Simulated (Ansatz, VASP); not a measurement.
## SnO2 (rutile SnO2, size series): VASP beside Ansatz

Wanted: the spread between two codes on one cell, functional and k mesh. Of the first pair: The structure shown is the start of the Ansatz relaxation below; VASP solves that cell, so the two are compared at the walk's first step.

Program: Ansatz 0.2.0. Level of theory: plane waves, with VASP 6.6.1 beside it; RPBE. Results are calculated unless marked as measured.

## 1. The starting structure

The cell holds 72 atoms: 24 Sn and 48 O. Its edges and angles: a = 9.539 Å, b = 9.539 Å, c = 9.559 Å, α = 90.0°, β = 90.0°, γ = 90.0°. It derives from SnO2 (rutile), repeated 2×2×3. As first built, before any earlier steps moved the atoms or strained the cell (in the runner's words): rutile SnO2 (cell 4.737, 4.737, 3.186, 90, 90, 90), 2 x 2 x 3 conventional cells; ideal positions.

## 2. Ansatz: relaxation, RPBE

Ansatz runs on its PAW soft_1 files.

The two programs are compared at the cell with which this relaxation starts, whose forces are those of its first step.

input.yaml

```yaml
crystal:
  lattice:
    - [9.53946, 0.0, 0.0]
    - [0.0, 9.53946, 0.0]
    - [0.0, 0.0, 9.55922]
  atoms:
    - { symbol: Sn, position: [0.0, 0.0, 0.0] }
    - { symbol: Sn, position: [0.25, 0.25, 0.16667] }
    - { symbol: O, position: [0.15351, 0.15351, 0.0] }
    - { symbol: O, position: [0.34649, 0.34649, 0.0] }
    - { symbol: O, position: [0.09649, 0.40351, 0.16667] }
    - { symbol: O, position: [0.40351, 0.09649, 0.16667] }
    - { symbol: Sn, position: [0.0, 0.0, 0.33333] }
    - { symbol: Sn, position: [0.25, 0.25, 0.5] }
    - { symbol: O, position: [0.15351, 0.15351, 0.33333] }
    - { symbol: O, position: [0.34649, 0.34649, 0.33333] }
    - { symbol: O, position: [0.09649, 0.40351, 0.5] }
    - { symbol: O, position: [0.40351, 0.09649, 0.5] }
    - { symbol: Sn, position: [0.0, 0.0, 0.66667] }
    - { symbol: Sn, position: [0.25, 0.25, 0.83333] }
    - { symbol: O, position: [0.15351, 0.15351, 0.66667] }
    - { symbol: O, position: [0.34649, 0.34649, 0.66667] }
    - { symbol: O, position: [0.09649, 0.40351, 0.83333] }
    - { symbol: O, position: [0.40351, 0.09649, 0.83333] }
    - { symbol: Sn, position: [0.0, 0.5, 0.0] }
    - { symbol: Sn, position: [0.25, 0.75, 0.16667] }
    - { symbol: O, position: [0.15351, 0.65351, 0.0] }
    - { symbol: O, position: [0.34649, 0.84649, 0.0] }
    - { symbol: O, position: [0.09649, 0.90351, 0.16667] }
    - { symbol: O, position: [0.40351, 0.59649, 0.16667] }
    - { symbol: Sn, position: [0.0, 0.5, 0.33333] }
    - { symbol: Sn, position: [0.25, 0.75, 0.5] }
    - { symbol: O, position: [0.15351, 0.65351, 0.33333] }
    - { symbol: O, position: [0.34649, 0.84649, 0.33333] }
    - { symbol: O, position: [0.09649, 0.90351, 0.5] }
    - { symbol: O, position: [0.40351, 0.59649, 0.5] }
    - { symbol: Sn, position: [0.0, 0.5, 0.66667] }
    - { symbol: Sn, position: [0.25, 0.75, 0.83333] }
    - { symbol: O, position: [0.15351, 0.65351, 0.66667] }
    - { symbol: O, position: [0.34649, 0.84649, 0.66667] }
    - { symbol: O, position: [0.09649, 0.90351, 0.83333] }
    - { symbol: O, position: [0.40351, 0.59649, 0.83333] }
    - { symbol: Sn, position: [0.5, 0.0, 0.0] }
    - { symbol: Sn, position: [0.75, 0.25, 0.16667] }
    - { symbol: O, position: [0.65351, 0.15351, 0.0] }
    - { symbol: O, position: [0.84649, 0.34649, 0.0] }
    - { symbol: O, position: [0.59649, 0.40351, 0.16667] }
    - { symbol: O, position: [0.90351, 0.09649, 0.16667] }
    - { symbol: Sn, position: [0.5, 0.0, 0.33333] }
    - { symbol: Sn, position: [0.75, 0.25, 0.5] }
    - { symbol: O, position: [0.65351, 0.15351, 0.33333] }
    - { symbol: O, position: [0.84649, 0.34649, 0.33333] }
    - { symbol: O, position: [0.59649, 0.40351, 0.5] }
    - { symbol: O, position: [0.90351, 0.09649, 0.5] }
    - { symbol: Sn, position: [0.5, 0.0, 0.66667] }
    - { symbol: Sn, position: [0.75, 0.25, 0.83333] }
    - { symbol: O, position: [0.65351, 0.15351, 0.66667] }
    - { symbol: O, position: [0.84649, 0.34649, 0.66667] }
    - { symbol: O, position: [0.59649, 0.40351, 0.83333] }
    - { symbol: O, position: [0.90351, 0.09649, 0.83333] }
    - { symbol: Sn, position: [0.5, 0.5, 0.0] }
    - { symbol: Sn, position: [0.75, 0.75, 0.16667] }
    - { symbol: O, position: [0.65351, 0.65351, 0.0] }
    - { symbol: O, position: [0.84649, 0.84649, 0.0] }
    - { symbol: O, position: [0.59649, 0.90351, 0.16667] }
    - { symbol: O, position: [0.90351, 0.59649, 0.16667] }
    - { symbol: Sn, position: [0.5, 0.5, 0.33333] }
    - { symbol: Sn, position: [0.75, 0.75, 0.5] }
    - { symbol: O, position: [0.65351, 0.65351, 0.33333] }
    - { symbol: O, position: [0.84649, 0.84649, 0.33333] }
    - { symbol: O, position: [0.59649, 0.90351, 0.5] }
    - { symbol: O, position: [0.90351, 0.59649, 0.5] }
    - { symbol: Sn, position: [0.5, 0.5, 0.66667] }
    - { symbol: Sn, position: [0.75, 0.75, 0.83333] }
    - { symbol: O, position: [0.65351, 0.65351, 0.66667] }
    - { symbol: O, position: [0.84649, 0.84649, 0.66667] }
    - { symbol: O, position: [0.59649, 0.90351, 0.83333] }
    - { symbol: O, position: [0.90351, 0.59649, 0.83333] }
kpoints:
  mp_grid: { grid: [1, 1, 1] }
hamiltonian:
  xc: rpbe
  pseudopotentials: { kind: paw, azcp: { folder: soft_1 } }
scf:
  occupations: { method: fixed }
output:
  forces: true
  eigenvalues: true
  stress: true
relax:
  f_tol: 0.05
  max_steps: 70
```

The run is started by

```bash
> ansatz run input.yaml --threads 4 --pin off --max-ram 8192MiB --backend cpu --events-out ev --progress --plain --runs-dir out
```

Numbers of over 12 decimals in the logs are rounded to 6 here.

Output:

```text
Warning: the atoms were moved onto the symmetric positions of the space group found under crystal.symmetry.tolerance 1.0e-5 (fractional; no operation is sought that the atoms, as they stand in a round, miss by more than twice it, and no atom is moved by as much as it), and the run uses the moved positions. Before a round's move an operation carried an atom to 6.37e-5 Å from where it should land, the largest such dist [...]
[...]
--- Relaxed structure (2 steps of the walk, 2 accepted, 0 SCFs on fresh bases) ---
  F+E_penalty+E_count = -172102.68963519 eV   max|allowed force component| = 4.525e-2 eV/Å
  atoms:
    - { symbol: Sn, position: [0, 0, 0] }
    - { symbol: Sn, position: [0.25, 0.25, 0.166667] }
    - { symbol: O, position: [0.152916, 0.152916, 0] }
    - { symbol: O, position: [0.347084, 0.347084, 0] }
    - { symbol: O, position: [0.097084, 0.402916, 0.166667] }
    - { symbol: O, position: [0.402916, 0.097084, 0.166667] }
    - { symbol: Sn, position: [0, 0, 0.333333] }
    - { symbol: Sn, position: [0.25, 0.25, 0.500000] }
    - { symbol: O, position: [0.152916, 0.152916, 0.333333] }
    - { symbol: O, position: [0.347084, 0.347084, 0.333333] }
    - { symbol: O, position: [0.097084, 0.402916, 0.500000] }
    - { symbol: O, position: [0.402916, 0.097084, 0.500000] }
    - { symbol: Sn, position: [0, 0, 0.666667] }
    - { symbol: Sn, position: [0.25, 0.25, 0.833333] }
    - { symbol: O, position: [0.152916, 0.152916, 0.666667] }
    - { symbol: O, position: [0.347084, 0.347084, 0.666667] }
    - { symbol: O, position: [0.097084, 0.402916, 0.833333] }
    - { symbol: O, position: [0.402916, 0.097084, 0.833333] }
    - { symbol: Sn, position: [0, 0.5, 0] }
    - { symbol: Sn, position: [0.25, 0.75, 0.166667] }
    - { symbol: O, position: [0.152916, 0.652916, 0] }
    - { symbol: O, position: [0.347084, 0.847084, 0] }
    - { symbol: O, position: [0.097084, 0.902916, 0.166667] }
    - { symbol: O, position: [0.402916, 0.597084, 0.166667] }
    - { symbol: Sn, position: [0, 0.5, 0.333333] }
    - { symbol: Sn, position: [0.25, 0.75, 0.500000] }
    - { symbol: O, position: [0.152916, 0.652916, 0.333333] }
    - { symbol: O, position: [0.347084, 0.847084, 0.333333] }
    - { symbol: O, position: [0.097084, 0.902916, 0.500000] }
    - { symbol: O, position: [0.402916, 0.597084, 0.500000] }
    - { symbol: Sn, position: [0, 0.5, 0.666667] }
    - { symbol: Sn, position: [0.25, 0.75, 0.833333] }
    - { symbol: O, position: [0.152916, 0.652916, 0.666667] }
    - { symbol: O, position: [0.347084, 0.847084, 0.666667] }
    - { symbol: O, position: [0.097084, 0.902916, 0.833333] }
    - { symbol: O, position: [0.402916, 0.597084, 0.833333] }
    - { symbol: Sn, position: [0.5, 0, 0] }
    - { symbol: Sn, position: [0.75, 0.25, 0.166667] }
[...]
- { symbol: Sn, position: [0.5, 0, 0.333333] }
    - { symbol: Sn, position: [0.75, 0.25, 0.500000] }
[...]
- { symbol: Sn, position: [0.5, 0, 0.666667] }
    - { symbol: Sn, position: [0.75, 0.25, 0.833333] }
[...]
- { symbol: Sn, position: [0.5, 0.5, 0] }
    - { symbol: Sn, position: [0.75, 0.75, 0.166667] }
[...]
- { symbol: Sn, position: [0.5, 0.5, 0.333333] }
    - { symbol: Sn, position: [0.75, 0.75, 0.500000] }
    - { symbol: O, position: [0.652916, 0.652916, 0.333333] }
    - { symbol: O, position: [0.847084, 0.847084, 0.333333] }
    - { symbol: O, position: [0.597084, 0.902916, 0.500000] }
    - { symbol: O, position: [0.902916, 0.597084, 0.500000] }
    - { symbol: Sn, position: [0.5, 0.5, 0.666667] }
    - { symbol: Sn, position: [0.75, 0.75, 0.833333] }
    - { symbol: O, position: [0.652916, 0.652916, 0.666667] }
    - { symbol: O, position: [0.847084, 0.847084, 0.666667] }
    - { symbol: O, position: [0.597084, 0.902916, 0.833333] }
    - { symbol: O, position: [0.902916, 0.597084, 0.833333] }
```

## 3. VASP: single point, RPBE, start cell, pair 1

The same cell, functional and mesh now go to VASP, with its own data sets.

Lines of VASP's logs that name or quote its potential files are left out, and so is its time.

INCAR

```
SYSTEM = SnO2
PREC = Accurate
ENCUT = 520
EDIFF = 1E-06
NELM = 120
ISMEAR = 0
SIGMA = 0.01
LREAL = Auto
ALGO = Normal
GGA = RP
NBANDS = 368
LORBIT = 11
LWAVE = .FALSE.
LCHARG = .FALSE.
ISIF = 2
LASPH = .TRUE.
GGA_COMPAT = .FALSE.
EFERMI = MIDGAP
NCORE = 2
```

POSCAR

```
SnO2
1.0
    9.5394600000      0.0000000000      0.0000000000
    0.0000000000      9.5394600000      0.0000000000
    0.0000000000      0.0000000000      9.5592200000
Sn O
24 48
Direct
    0.0000020965      0.9999984276      0.0000000000
    0.2500020965      0.2499984276      0.1666666667
    0.0000020965      0.9999984276      0.3333333333
    0.2500020965      0.2499984276      0.5000000000
    0.0000020965      0.9999984276      0.6666666667
    0.2500020965      0.2499984276      0.8333333333
    0.0000020965      0.4999984276      0.0000000000
    0.2500020965      0.7499984276      0.1666666667
    0.0000020965      0.4999984276      0.3333333333
    0.2500020965      0.7499984276      0.5000000000
    0.0000020965      0.4999984276      0.6666666667
    0.2500020965      0.7499984276      0.8333333333
    0.5000020965      0.9999984276      0.0000000000
    0.7500020965      0.2499984276      0.1666666667
    0.5000020965      0.9999984276      0.3333333333
    0.7500020965      0.2499984276      0.5000000000
    0.5000020965      0.9999984276      0.6666666667
    0.7500020965      0.2499984276      0.8333333333
    0.5000020965      0.4999984276      0.0000000000
    0.7500020965      0.7499984276      0.1666666667
    0.5000020965      0.4999984276      0.3333333333
    0.7500020965      0.7499984276      0.5000000000
    0.5000020965      0.4999984276      0.6666666667
    0.7500020965      0.7499984276      0.8333333333
    0.1535113098      0.1535076409      0.0000000000
    0.3464928832      0.3464892143      0.0000000000
    0.0964928832      0.4035076409      0.1666666667
    0.4035113098      0.0964892143      0.1666666667
    0.1535113098      0.1535076409      0.3333333333
    0.3464928832      0.3464892143      0.3333333333
    0.0964928832      0.4035076409      0.5000000000
    0.4035113098      0.0964892143      0.5000000000
    0.1535113098      0.1535076409      0.6666666667
    0.3464928832      0.3464892143      0.6666666667
    0.0964928832      0.4035076409      0.8333333333
    0.4035113098      0.0964892143      0.8333333333
    0.1535113098      0.6535076409      0.0000000000
    0.3464928832      0.8464892143      0.0000000000
    0.0964928832      0.9035076409      0.1666666667
    0.4035113098      0.5964892143      0.1666666667
    0.1535113098      0.6535076409      0.3333333333
    0.3464928832      0.8464892143      0.3333333333
    0.0964928832      0.9035076409      0.5000000000
    0.4035113098      0.5964892143      0.5000000000
    0.1535113098      0.6535076409      0.6666666667
    0.3464928832      0.8464892143      0.6666666667
    0.0964928832      0.9035076409      0.8333333333
    0.4035113098      0.5964892143      0.8333333333
    0.6535113098      0.1535076409      0.0000000000
    0.8464928832      0.3464892143      0.0000000000
    0.5964928832      0.4035076409      0.1666666667
    0.9035113098      0.0964892143      0.1666666667
    0.6535113098      0.1535076409      0.3333333333
    0.8464928832      0.3464892143      0.3333333333
    0.5964928832      0.4035076409      0.5000000000
    0.9035113098      0.0964892143      0.5000000000
    0.6535113098      0.1535076409      0.6666666667
    0.8464928832      0.3464892143      0.6666666667
    0.5964928832      0.4035076409      0.8333333333
    0.9035113098      0.0964892143      0.8333333333
    0.6535113098      0.6535076409      0.0000000000
    0.8464928832      0.8464892143      0.0000000000
    0.5964928832      0.9035076409      0.1666666667
    0.9035113098      0.5964892143      0.1666666667
    0.6535113098      0.6535076409      0.3333333333
    0.8464928832      0.8464892143      0.3333333333
    0.5964928832      0.9035076409      0.5000000000
    0.9035113098      0.5964892143      0.5000000000
    0.6535113098      0.6535076409      0.6666666667
    0.8464928832      0.8464892143      0.6666666667
    0.5964928832      0.9035076409      0.8333333333
    0.9035113098      0.5964892143      0.8333333333
```

KPOINTS

```
Automatic mesh
0
Gamma
1 1 1
0 0 0
```

Potentials, in the order of the species: Sn_d and O (PBE family, release 64).

The run is started by

```bash
> mpirun -np 8 vasp_gam
```

Output:

```text
[banner, memory and clock lines left out]
running    8 mpi-ranks, on    1 nodes
[...]
|                                                                             |
|               ----> ADVICE to this user running VASP <----                  |
|                                                                             |
|     You enforced a specific xc type in the INCAR file but a different       |
|     [... a line on the potential file left out ...]
|     I HOPE YOU KNOW WHAT YOU ARE DOING!                                     |
|                                                                             |

 LDA part: xc-table for (Slater+PW92), standard interpolation
 POSCAR, INCAR and KPOINTS ok, starting setup
[...]
entering main loop
       N       E                     dE             d eps       ncg     rms          rms(c)
DAV:   1     0.181163375435E+05    0.18116E+05   -0.24550E+05   784   0.307E+03
DAV:   2     0.445864118346E+04   -0.13658E+05   -0.13069E+05   736   0.930E+02
DAV:   3     0.160522744800E+03   -0.42981E+04   -0.40244E+04   848   0.382E+02
DAV:   4    -0.457211506936E+03   -0.61773E+03   -0.60256E+03   840   0.158E+02
[...]
DAV:  14    -0.416551889100E+03   -0.19638E-05   -0.77068E-05   864   0.229E-02    0.108E-02
DAV:  15    -0.416551887991E+03    0.11096E-05   -0.29720E-06   624   0.859E-03    0.545E-03
DAV:  16    -0.416551888837E+03   -0.84644E-06   -0.42017E-06   632   0.417E-03
   1 F= -.41655189E+03 E0= -.41655189E+03  d E =0.000000E+00
```

OUTCAR, selected parts (step 3):

```text
 POSITION                                       TOTAL-FORCE (eV/Angst)
 -----------------------------------------------------------------------------------
      0.00002      9.53945      0.00000        -0.000000     -0.000000     -0.000000
      2.38488      2.38485      1.59320        -0.000000     -0.000000     -0.000000
      0.00002      9.53945      3.18641        -0.000000      0.000000      0.000000
      2.38488      2.38485      4.77961        -0.000000      0.000000     -0.000000
      0.00002      9.53945      6.37281        -0.000000      0.000000     -0.000000
      2.38488      2.38485      7.96602        -0.000000      0.000000     -0.000000
      0.00002      4.76972      0.00000        -0.000000     -0.000000     -0.000000
      2.38488      7.15458      1.59320        -0.000000     -0.000000     -0.000000
      0.00002      4.76972      3.18641        -0.000000     -0.000000      0.000000
      2.38488      7.15458      4.77961        -0.000000     -0.000000      0.000000
      0.00002      4.76972      6.37281        -0.000000     -0.000000      0.000000
      2.38488      7.15458      7.96602        -0.000000      0.000000     -0.000000
      4.76975      9.53945      0.00000        -0.000000      0.000000     -0.000000
      7.15461      2.38485      1.59320        -0.000000     -0.000000      0.000000
[...]
-----------------------------------------------------------------------------------
    total drift:                               -0.247468     -0.044458      0.000000

  FREE ENERGIE OF THE ION-ELECTRON SYSTEM (eV)
  ---------------------------------------------------
  free  energy   TOTEN  =      -416.5518888371 eV

  energy  without entropy=     -416.5518888371  energy(sigma->0) =     -416.55188884
```

The run ends at a pressure of 12.94 GPa, with forces up to 0.28 eV/Å.

## 4. Differences

Known differences besides the potentials themselves: fixed occupations in Ansatz, narrow Gaussian smearing in VASP; Ansatz makes its cores anew for this functional, VASP keeps those of its PBE data sets; Ansatz takes its cutoff from its data sets, VASP runs at 520 eV. Total energies have different zeros and are not compared.

Forces on 7 of the 72 atoms, those with the largest forces and the largest differences (eV/Å; atoms numbered as in POSCAR):

```
atom         Ansatz x, y, z           VASP x, y, z
 O25  -0.179, -0.179, 0.000  -0.197, -0.197, 0.000
 O26    0.179, 0.179, 0.000    0.197, 0.197, 0.000
 O27   0.179, -0.179, 0.000   0.197, -0.197, 0.000
 O28   -0.179, 0.179, 0.000   -0.197, 0.197, 0.000
 O29  -0.179, -0.179, 0.000  -0.197, -0.197, 0.000
 O30    0.179, 0.179, 0.000    0.197, 0.197, 0.000
 O31   0.179, -0.179, 0.000   0.197, -0.197, 0.000
```

The forces differ by 12 meV/Å r.m.s., which is 9.0 % of the r.m.s. force of 0.132 eV/Å (both taken over all components).

## 5. Ansatz: relaxation, RPBE

The two programs are compared at the cell with which this relaxation starts, whose forces are those of its first step. The cell compared in this pair holds 897.67 Å³, against 869.90 Å³ for the pair before.

The structure compared here is the start of the Ansatz relaxation; VASP solves that cell, so the two are compared at the walk's first step.

Edit input.yaml of step 2 so:

```diff
@@ -2,5 +2,5 @@
   lattice:
-    - [9.53946, 0.0, 0.0]
-    - [0.0, 9.53946, 0.0]
-    - [0.0, 0.0, 9.55922]
+    - [9.63989, 0.0, 0.0]
+    - [0.0, 9.63989, 0.0]
+    - [0.0, 0.0, 9.65985]
   atoms:
```

The run is started by

```bash
> ansatz run input.yaml --threads 4 --pin off --max-ram 8192MiB --backend cpu --events-out ev --progress --plain --runs-dir out
```

Output:

```text
[...]
--- Relaxed structure (2 steps of the walk, 2 accepted, 0 SCFs on fresh bases) ---
  F+E_penalty+E_count = -172104.16858236 eV   max|allowed force component| = 2.193e-2 eV/Å
  atoms:
    - { symbol: Sn, position: [0, 0, 0] }
    - { symbol: Sn, position: [0.250000, 0.250000, 0.166667] }
    - { symbol: O, position: [0.153207, 0.153207, 0] }
    - { symbol: O, position: [0.346793, 0.346793, 0] }
    - { symbol: O, position: [0.096793, 0.403207, 0.166667] }
    - { symbol: O, position: [0.403207, 0.096793, 0.166667] }
[...]
- { symbol: Sn, position: [0, 0.500000, 0] }
    - { symbol: Sn, position: [0.250000, 0.750000, 0.166667] }
[...]
- { symbol: Sn, position: [0.500000, 0.500000, 0.333333] }
    - { symbol: Sn, position: [0.750000, 0.750000, 0.5] }
[...]
- { symbol: Sn, position: [0.500000, 0.500000, 0.666667] }
    - { symbol: Sn, position: [0.750000, 0.750000, 0.833333] }
    - { symbol: O, position: [0.653207, 0.653207, 0.666667] }
    - { symbol: O, position: [0.846793, 0.846793, 0.666667] }
    - { symbol: O, position: [0.596793, 0.903207, 0.833333] }
    - { symbol: O, position: [0.903207, 0.596793, 0.833333] }
```

(Part 1 of 3 ends here.)

[Lines on the potential files, build, host, timing and source positions are cut from VASP's logs without a mark.]

[Logs are printed without paths, hosts, clocks, repeated set-up lines and the standing remarks that a program may print on its own settings, such as how far it seeks lower states.]

[Hosts, paths, dates, database ids (printed as entryN), source tags and the programs' standing remarks are cut or masked in the printed files.]
